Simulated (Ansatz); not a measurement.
The system is W.

```
W
1.0
     0.00000    2.03000    2.03000
     2.03000    0.00000    2.03000
     2.03000    2.03000    0.00000
W
1
Direct
  0.00000 0.00000 0.00000
```

This isn't the form of W at room conditions, which is bcc.

| Quantity | Value |
| --- | --- |
| Program | Ansatz 0.2.0 |
| Task | relaxation of cell and atoms |
| Functional | PBE |
| Potentials or basis | Ansatz PAW |
| Cutoff | 420 eV (not typed: the program's choice for these potentials) |
| k mesh | 8 × 8 × 8 |
| Occupations | fermi-dirac, width 0.05 eV |
| Spin | no spin polarisation |

At the start: volume 16.73 Å³/atom.

Question: Where does the relaxation end?

Answer: It ends after 4 steps and the volume is 16.47 Å³/atom (-1.5 %); space group Fm-3m (No. 225, to 0.05 Å).

The path:
```tsv
step	energy change (eV)	largest force (eV/Å)	volume (Å³)
1	0.0000	0.0000	16.73
2	-0.0036	0.0000	16.49
3	-0.0036	0.0000	16.47
4	-0.0035	0.0000	16.47
```

Final structure:
```yaml
crystal:
  lattice:
    - [0.00000, 2.01959, 2.01959]
    - [2.01959, 0.00000, 2.01959]
    - [2.01959, 2.01959, 0.00000]
  atoms:
    - { symbol: W, position: [0.00000, 0.00000, 0.00000] }
```

Caveat: the plane-wave basis is chosen anew once the cell has moved, so the energies of steps on either side of that aren't comparable.
